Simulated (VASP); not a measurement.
# N (P6_3/mmc) in VASP: notebook, part 3 of 3

VASP 6.6.1. Earlier steps stand in the parts before.

## 5. G0W0 quasiparticle levels, PBE

Input file POSCAR:

```
N
1.0
    4.1672328106      0.0000000000      0.0000000000
   -2.0836164053      3.6089294775      0.0000000000
    0.0000000000      0.0000000000      7.0060035100
N
4
Direct
    0.6666666667      0.3333333333      0.6710699600
    0.6666666667      0.3333333333      0.8289300400
    0.3333333333      0.6666666667      0.1710699600
    0.3333333333      0.6666666667      0.3289300400
```

Input file INCAR.step1:

```
SYSTEM = N
  ALGO = Fast
  EDIFF = 1E-8
  ENCUT = 500
  GGA = PE
  ISMEAR = 0
  LASPH = .TRUE.
  LCHARG = .FALSE.
  LREAL = .FALSE.
  LWAVE = .TRUE.
  NELM = 100
  PREC = Accurate
  SIGMA = 0.01
```

Input file INCAR.step2:

```
SYSTEM = N
  ALGO = Exact
  EDIFF = 1E-8
  ENCUT = 500
  GGA = PE
  ISMEAR = 0
  ISTART = 1
  LASPH = .TRUE.
  LCHARG = .FALSE.
  LOPTICS = .TRUE.
  LREAL = .FALSE.
  LWAVE = .TRUE.
  NBANDS = 249
  NELM = 1
  PREC = Accurate
  SIGMA = 0.01
```

Input file INCAR.step3:

```
SYSTEM = N
  ALGO = EVGW0
  EDIFF = 1E-8
  ENCUT = 500
  ENCUTGW = 100
  GGA = PE
  ISMEAR = 0
  ISTART = 1
  LASPH = .TRUE.
  LCHARG = .FALSE.
  LREAL = .FALSE.
  LWAVE = .TRUE.
  NBANDS = 249
  NBANDSGW = 18
  NELMGW = 1
  NOMEGA = 48
  PREC = Accurate
  PRECFOCK = Fast
  SIGMA = 0.01
```

Input file INCAR.step4:

```
SYSTEM = N
  ALGO = BSE
  ANTIRES = 0
  EDIFF = 1E-8
  ENCUT = 500
  ENCUTGW = 100
  GGA = PE
  ISMEAR = 0
  ISTART = 1
  LASPH = .TRUE.
  LCHARG = .FALSE.
  LREAL = .FALSE.
  LWAVE = .FALSE.
  NBANDS = 249
  NBANDSO = 4
  NBANDSV = 6
  NBSEEIG = 10
  OMEGAMAX = 20
  PREC = Accurate
  PRECFOCK = Fast
  SIGMA = 0.01
```

Input file KPOINTS:

```
k-points
0
G
  4 4 2
  0 0 0
```

Potentials or basis: VASP PAW PBE potentials, release 64 (N_GW).

Command:

```bash
> cat potpaw_PBE.64/N_GW/POTCAR > POTCAR
> cp INCAR.step1 INCAR
> mpirun -np 1 vasp_std > vasp.out
> cp INCAR.step2 INCAR
> mpirun -np 1 vasp_std > vasp.out
> cp INCAR.step3 INCAR
> mpirun -np 1 vasp_std > vasp.out
> cp INCAR.step4 INCAR
> mpirun -np 1 vasp_std > vasp.out
```

OUTCAR:

```text
SYSTEM = N
   EDIFF = 1E-8
   ENCUT = 500
   ENCUTGW = 100
   GGA = PE
   ISMEAR = 0
   ISTART = 1
   LASPH = .TRUE.
   LREAL = .FALSE.
   PREC = Accurate
   PRECFOCK = Fast

 ion  position               nearest neighbor table
   1  0.667  0.333  0.671-   2 1.11
   2  0.667  0.333  0.829-   1 1.11
   3  0.333  0.667  0.171-   4 1.11
   4  0.333  0.667  0.329-   3 1.11

  LATTYP: Found a hexagonal cell.
 ALAT       =     4.1672328106
 C/A-ratio  =     1.6812124084

  Lattice vectors:

 A1 = (   4.1672328106,   0.0000000000,   0.0000000000)
 A2 = (  -2.0836164053,   3.6089294775,   0.0000000000)
 A3 = (   0.0000000000,   0.0000000000,   7.0060035100)

Analysis of symmetry for initial positions (statically):
=====================================================================
 Subroutine PRICEL returns:
 Original cell was already a primitive cell.

 Routine SETGRP: Setting up the symmetry group for a
 hexagonal supercell.

 Subroutine GETGRP returns: Found 24 space group operations
 (whereof 12 operations were pure point group operations)
 out of a pool of 24 trial point group operations.

The static configuration has the point symmetry D_3d.
[... 101 lines left out ...]
   NELM   =     60;   NELMIN=  2; NELMDL=  0     # of ELM steps
   EDIFF  = 0.1E-07   stopping-criterion for ELM
   LREAL  =      F    real-space projection
   EDIFFG = 0.1E-06   stopping-criterion for IOM
   NSW    =      0    number of steps for IOM
   IBRION =     -1    ionic relax: 0-MD 1-quasi-New 2-CG
   NFREE  =      0    steps in history (QN), initial steepest desc. (CG)
   ISIF   =      0    stress and relaxation
   ISYM   =      3    0-nonsym 1-usesym 2-fastsym
   POTIM  = 0.5000    time-step for ionic-motion
   TEBEG  =    0.0;   TEEND  =   0.0 temperature during run
   PSTRESS=    0.0 pullay stress
   NELECT =      20.0000    total number of electrons
   NUPDOWN=      -1.0000    fix difference up-down
   EMIN   =  10.00;   EMAX   =-10.00  energy-range for DOS
   EFERMI =   0.00;   METHOD = LEGACY
   ISMEAR =     0;   SIGMA  =   0.01  broadening in eV -4-tet -1-fermi 0-gaus
   EFERMI_NEDOS =   21; number of points for ismear=-14 and -15
   IALGO  =     38    algorithm
   IMIX   =      4    mixing-type and parameters
     AMIX     =   0.40;   BMIX     =  1.00
     AMIX_MAG =   1.60;   BMIX_MAG =  1.00
  volume/ion in A,a.u.               =      26.34       177.76
  Fermi-wavevector in a.u.,A,eV,Ry     =   0.940848  1.777944 12.043801  0.885194
  Thomas-Fermi vector in A             =   2.068300
   LORBIT       =      0    0 simple, 1 ext, 2 COOP (PROOUT), +10 PAW based schemes
   GGA     = PE    functional components
   LHFCALC =     T    Hartree Fock is set to
   PRECFOCK=fast      Normal, Fast or Accurate (Low or Medium for compatibility)
   ENCUT4O =  -1.0   cutoff for four orbital integrals eV
   NKREDX  =     1    reduce k-point grid by
   NKREDY  =     1    reduce k-point grid by
   NKREDZ  =     1    reduce k-point grid by
   AEXX    =    1.0000 exact exchange contribution
   HFSCREEN=    0.0000 screening length (either q_TF or 0.3 A-1)
   HFSCREENC=   0.0000 screening length for correlation (either q_TF or 0.3 A-1)
   ENCUTFOCK=  -1.0 apply spherical cutoff to Coloumb kernel
   IVDW    =     0    specifies the selected vdW correction
   LEPSILON=     F    determine dielectric tensor
   LRPA    =     F    only Hartree local field effects (RPA)
   LRPAFORCE           =     F    calculate RPA forces
   ENCUTGW             = 100.0    cutoff for response function in eV
   ENCUTGWSOFT         =  80.0    soft cutoff for Coulomb kernel in GW response function in eV
   ENCUTLF             =  -1.0    cutoff for local field effects
   NELMGW              =     1    number of iterations in solving QP/BSE equation
   NELMHF              =     1    number of iterations in the inner HF iteration
   NKREDLFX            =     1    NKREDLFY  =   1   NKREDLFZ  =   1
 non-spin polarized calculation
 Gauss-broadening in eV      SIGMA  =   0.01
  energy-cutoff  :      500.00
  volume of cell :      105.37
 maximum number of plane-waves:      2714
  NGX = 18; NGY = 18; NGZ = 30
   NGX = 15   NGY = 15   NGZ = 25
 maximum number of plane-waves:       252
 NGX is ok and might be reduce to    14

 BSE (scaLAPACK) attempting allocation of   0.009 Gbyte  rank=    768

=======================================================================
```

Run time: 7 min. Hardware: 1 thread of AMD EPYC 9R45 (Zen 5), shared host; peak memory 1.5 GiB.

What came out:

- Band gap on the k mesh, mean-field level: 7.09 eV, indirect (least direct gap 7.31 eV)
- Quasiparticle gap: 13.69 eV
- Least direct quasiparticle gap: 13.95 eV

Levels at points of the mesh, in eV from the valence-band top:
| k point | band 8 | band 9 | band 10 | band 11 | band 12 | band 13 |
| --- | --- | --- | --- | --- | --- | --- |
| (0.00, 0.00, 0.00) | -1.67 | -1.10 | 0.00 | 7.73 | 7.73 | 8.20 |
| (0.50, 0.00, 0.00) | -1.69 | -0.55 | -0.21 | 7.11 | 7.45 | 7.81 |
| (0.00, 0.00, 0.50) | -1.72 | -0.50 | -0.50 | 7.96 | 7.96 | 7.96 |
| (0.50, 0.00, 0.50) | -1.78 | -0.43 | -0.43 | 7.46 | 7.46 | 7.85 |

Dielectric function (mean over the directions given):
| energy (eV) | real part | imaginary part |
| --- | --- | --- |
| 0.32 | 1.16 | 0.00 |
| 1.28 | 1.16 | 0.00 |
| 2.32 | 1.16 | 0.00 |
| 3.36 | 1.17 | 0.00 |
| 4.40 | 1.18 | 0.00 |
| 5.45 | 1.19 | 0.00 |
| 6.49 | 1.20 | 0.00 |
| 7.53 | 1.22 | 0.00 |
| 8.57 | 1.25 | 0.00 |
| 9.61 | 1.29 | 0.01 |
| 10.57 | 1.37 | 0.01 |
| 11.61 | 1.65 | 0.08 |
| 12.65 | 1.50 | 0.65 |
| 13.69 | 1.31 | 0.63 |
| 14.73 | 1.18 | 0.24 |
| 15.78 | 1.06 | 0.12 |
| 16.82 | 1.34 | 0.17 |
| 17.86 | 3.18 | 0.94 |
| 18.90 | 0.09 | 0.11 |
| 19.94 | 0.58 | 0.02 |

Lowest excitation energies (eV) and strengths:
```
energy  strength
 7.712         0
 7.712         0
 7.841         0
 7.842         0
10.987         0
11.081         0
11.300    0.0042
11.330         0
11.348         0
11.363         0
```

Caveat: the k mesh is coarse (spacing up to 0.45 Å⁻¹), so the values aren't converged; the cutoff is under 1.25 times the usual one of these potentials, so pressure, stress and relaxed cells hold a basis-set (Pulay) error; bands, screening cutoff and mesh are small and nothing is extrapolated, so the quasiparticle values aren't converged; the standard files for N, O and F lose accuracy on very short bonds; spectra need much finer meshes, so this one isn't converged.

## 6. For comparison

An earlier run on the cell as given: functional PBE; potentials or basis VASP PAW PBE potentials, release 64 (N); cutoff 520 eV; k mesh 7 × 7 × 4; occupations fermi-dirac, width 0.05 eV; no spin polarisation.

- Pressure: 1.3 GPa
- Largest force: 1.112 eV/Å
- Band gap on the k mesh: 7.04 eV, indirect (least direct gap 7.31 eV)
